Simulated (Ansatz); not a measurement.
Crystal: BaTiO3.

```xyz
5
Lattice="3.9998 0.0000 0.0000 0.0000 3.9998 0.0000 0.0000 0.0000 4.0180" Properties=species:S:1:pos:R:3 pbc="T T T"
Ba    3.9821    3.9624    0.0141
Ti    2.0100    1.9676    1.8835
O     1.9168    2.0572    0.0257
O     2.0108    0.0132    2.0467
O     0.0798    1.9992    2.1695
```

The cell isn't the ideal one: all atoms moved at random, sigma 0.05 Å a component.

Below is the output of Ansatz 0.2.0 for this cell. Logs are shortened: lines on timing, memory, paths and dates and some standing lists are left out, and cuts for length are marked.

```text
Warning: RAYON_NUM_THREADS=2 ignored (pool sized by the plan → 2); use --threads N
Engine: ansatz 0.2.0, x86_64-unknown-linux-gnu
Pseudopotentials: kind: nc
Pseudopotential: Ba, nc, valence charge 10, recommended cutoff 770 eV (normal), Ba.nc.azcp (PseudoDojo's, or run here from an input of PseudoDojo's; its table is named by hamiltonian.pseudopotentials.accuracy)
Pseudopotential: Ti, nc, valence charge 12, recommended cutoff 1142.878222 eV (normal), Ti.nc.azcp (PseudoDojo's, or run here from an input of PseudoDojo's; its table is named by hamiltonian.pseudopotentials.accuracy)
Pseudopotential: O, nc, valence charge 6, recommended cutoff 1142.878222 eV (normal), O.nc.azcp (PseudoDojo's, or run here from an input of PseudoDojo's; its table is named by hamiltonian.pseudopotentials.accuracy)
Functional definition: PBE
  parameter kappa = 0.804
  parameter beta = 0.06672455060314922
  exchange = pbe_x(kappa = kappa, mu = beta*pi^2/3)
  correlation = pbe_c(beta = beta)
Crystal: 5 atoms, lattice volume = 64.282 Å³
Basis set: ecut = 1142.878222 eV, 5631 PW (Γ), exchange–correlation on 90×90×90 points (8 copies of the dense FFT grid, shifted against one another)
Bands: 25, of which v1, the nominal top of the filled ones, is band 20 counted from 1 (19 counted from 0)
Symmetry: 1 space group operations
Space group: P1 (ITA 1), of the structure as read, at distance tolerance 4.0e-5 Å
k-points: 172 of 343 (time reversal used)
Non-local potential: Ba, projectors of the file, l = 0: 2, l = 1: 2, l = 2: 2, l = 3: 2
Non-local potential: Ti, projectors of the file, l = 0: 2, l = 1: 2, l = 2: 2
Non-local potential: O, projectors of the file, l = 0: 2, l = 1: 2, l = 2: 1
Initial density: superposition of atomic densities (chi_scale 0.1, normalization cell, long waves kept (reshape's long-wave potential 0.00 eV rms))
Initial wavefunctions: pseudopotential atomic-orbital guess
Functional: x = pbe(κ = 0.804, μ = 0.2195149727645171), c = pbe(β = 0.06672455060314922)
SCF iter   1: F=—  HF=-3736.403263 eV  |F-HF|=—  |Δ(HF+E_count)|=         —  Δρ=5.03e-2  dr2=1.78e0  ethr=3.10e-3  ⟨swp⟩=13.5  Hψ=31220  notcnv=0
preconditioner: auto → Resta (q_TF=auto, 2.521 Å⁻¹)  ε∞=5.8  [insulator: Δε(μ)=2.514 eV  Ē_g=11.533 eV  σ=0.050 eV  W_gap=1.00  n_scr=18 (ndim 8)  ℏωp=25.4 eV  f_vac=0.000  D(μ)=0.00/eV (n_scr^D=0)  ε∞_Penn≈5.8]
SCF iter   2: F=—  HF=-3736.017292 eV  |F-HF|=—  |Δ(HF+E_count)|=   3.86e-1  Δρ=2.76e-2  dr2=4.93e-1  ethr=3.10e-3  ⟨swp⟩=3.8  Hψ=9019  notcnv=0  defer=168
SCF iter   3: F=—  HF=-3735.932559 eV  |F-HF|=—  |Δ(HF+E_count)|=   8.47e-2  Δρ=1.72e-2  dr2=1.99e-1  ethr=1.23e-3  ⟨swp⟩=2.4  Hψ=7756  notcnv=0  defer=168
SCF iter   4: F=—  HF=-3735.903686 eV  |F-HF|=—  |Δ(HF+E_count)|=   2.89e-2  Δρ=5.26e-3  dr2=1.62e-2  ethr=4.98e-4  ⟨swp⟩=3.1  Hψ=7812  notcnv=0  defer=168
SCF iter   5: F=—  HF=-3735.904508 eV  |F-HF|=—  |Δ(HF+E_count)|=   8.23e-4  Δρ=1.35e-3  dr2=7.50e-4  ethr=4.06e-5  ⟨swp⟩=2.1  Hψ=8099  notcnv=0  defer=168
SCF iter   6: F=—  HF=-3735.905208 eV  |F-HF|=—  |Δ(HF+E_count)|=   6.99e-4  Δρ=4.37e-4  dr2=9.20e-5  ethr=1.88e-6  ⟨swp⟩=2.0  Hψ=7088  notcnv=0  defer=168
SCF iter   7: F=—  HF=-3735.905161 eV  |F-HF|=—  |Δ(HF+E_count)|=   4.64e-5  Δρ=1.53e-4  dr2=7.95e-6  ethr=2.30e-7  ⟨swp⟩=2.1  Hψ=6525  notcnv=0  defer=168
SCF iter   8: F=—  HF=-3735.905164 eV  |F-HF|=—  |Δ(HF+E_count)|=   3.00e-6  Δρ=2.95e-5  dr2=5.99e-7  ethr=1.99e-8  ⟨swp⟩=2.0  Hψ=6783  notcnv=0  defer=168
SCF iter   9: F=-3735.905165 eV  HF=-3735.905165 eV  |F-HF|=6.78e-10  |Δ(HF+E_count)|=   4.00e-7  Δρ=1.02e-5  dr2=5.76e-8  ethr=2.50e-10  ⟨swp⟩=17.3  Hψ=26527  notcnv=0
SCF 1 converged in 9 iterations: F = -3735.905165 eV  dr2 = 5.76e-8
SCF converged after 9 iterations
Free energy (F): -3735.905165 eV
Harris-Foulkes:  -3735.905165 eV  (|F-HF|=6.78e-10)
Internal energy: -3735.905165 eV  (E = F + TS)
E sigma→0 (E₀):  -3735.905165 eV
Fermi energy:    11.348245 eV
--- Per-component energies (eV) ---
  E_band       = -138.734037
  E_kinetic    = 1708.620810
  E_local      = -2599.872321  (includes V_loc(G=0)·N_el)
  E_nonlocal   = -78.382912
  E_hartree    = 811.762712
  E_xc         = -760.913354
  E_vxc        = -792.621600  (∫ρ·V_xc dr)
  E_ewald      = -2817.120099
  E_smearing   = -0.000000  (= −TS)
  E_closure    = 0.000000  (closes the sum)
  Σ components = -3735.905165   (vs F -3735.905165, Δ=0.00e0)
--- Forces (eV/Å), atoms counted from 1 ---
  atom   1  Ba     0.17511661     0.19629637    -0.35537939
  atom   2  Ti    -0.53250491    -0.10307708     0.61153513
  atom   3  O      0.79977943    -0.32023338     1.00285040
  atom   4  O      0.33865894     0.25270721    -0.32365565
  atom   5  O     -0.78106807    -0.02570363    -0.93530406
  max |Σ_I F_I| component: 4.64e-5 eV/Å
--- Stress (GPa, compression-positive) ---
        1.875295      -0.082600       0.094824
       -0.082600       2.634958       0.604566
        0.094824       0.604566       3.533079
  P = ⅓ Tr σ = 2.6811 GPa (26.811 kbar)
--- Band table (eV; the first three rows and the last of 172) ---
  k-point 0: bands = ["-46.1100", "-22.3899", "-22.3502", "-22.3493", "-14.3512", "-6.4828", "-5.8187", "-5.7019", "0.4631", "0.4661", "0.4794", "7.8807", "8.0397", "8.0896", "8.9824", "8.9839", "9.1329", "9.8510", "9.9711", "10.0490", "12.3080", "12.6866", "12.9834", "14.5401", "14.7411"]
  k-point 1: bands = ["-46.1099", "-22.3994", "-22.3499", "-22.3489", "-14.3298", "-6.4727", "-5.8320", "-5.6931", "0.4918", "0.4947", "0.5610", "7.6034", "7.9235", "7.9781", "8.7627", "8.8428", "9.0539", "9.5799", "9.8767", "9.9788", "12.3239", "12.9383", "13.1856", "14.5442", "15.1869"]
  k-point 2: bands = ["-46.1095", "-22.4205", "-22.3490", "-22.3481", "-14.2810", "-6.5236", "-5.7819", "-5.6674", "0.5582", "0.5612", "0.7416", "6.9149", "7.6709", "7.7907", "8.4220", "8.5915", "8.8106", "8.9963", "9.7958", "9.8296", "12.3639", "13.5045", "13.6654", "14.5478", "15.9388"]
  k-point 171: bands = ["-46.1087", "-22.3967", "-22.3959", "-22.3568", "-14.2075", "-6.5455", "-5.7512", "-5.5441", "0.4564", "0.6201", "0.7969", "6.5048", "7.3811", "7.5898", "7.6904", "8.0925", "8.6648", "9.2365", "9.3145", "9.4757", "13.1960", "13.7976", "13.8870", "15.3339", "16.4138"]
```

Problem. What input gives this log?

Solution. Single point with PBE, no spin polarisation. The files as run (others can give the same):

input.yaml
```yaml
crystal:
  lattice:
    - [3.9998, 0.0, 0.0]
    - [0.0, 3.9998, 0.0]
    - [0.0, 0.0, 4.018]
  atoms:
    - { symbol: Ba, position: [0.9955672, 0.99064074, 0.00350343] }
    - { symbol: Ti, position: [0.50253669, 0.49192337, 0.46876577] }
    - { symbol: O, position: [0.47921894, 0.51432389, 0.00640652] }
    - { symbol: O, position: [0.50273092, 0.003299, 0.50938249] }
    - { symbol: O, position: [0.01994626, 0.499813, 0.5399418] }
hamiltonian:
  xc: pbe
  pseudopotentials: { kind: nc, accuracy: standard }
kpoints:
  mp_grid: { grid: [7, 7, 7] }
scf:
  occupations: { method: fermi_dirac, width: 0.05 }
output:
  forces: true
  stress: true
  eigenvalues: true
```

Potentials or basis: PseudoDojo standard (PBE files).
Command:
```sh
$ ansatz run input.yaml --threads 2 --pin off --max-ram 5632MiB --backend cpu --events-out ev --progress --plain --runs-dir out
```

Caveat: odd divisions of the mesh miss points on the zone boundary, where band edges often lie, so the gap on the mesh can be too wide; spin-orbit coupling is left out, which moves the levels of the heavy elements; forces of over 1 eV/Å show positions far from the minimum, so gaps and moduli don't describe the material at rest.
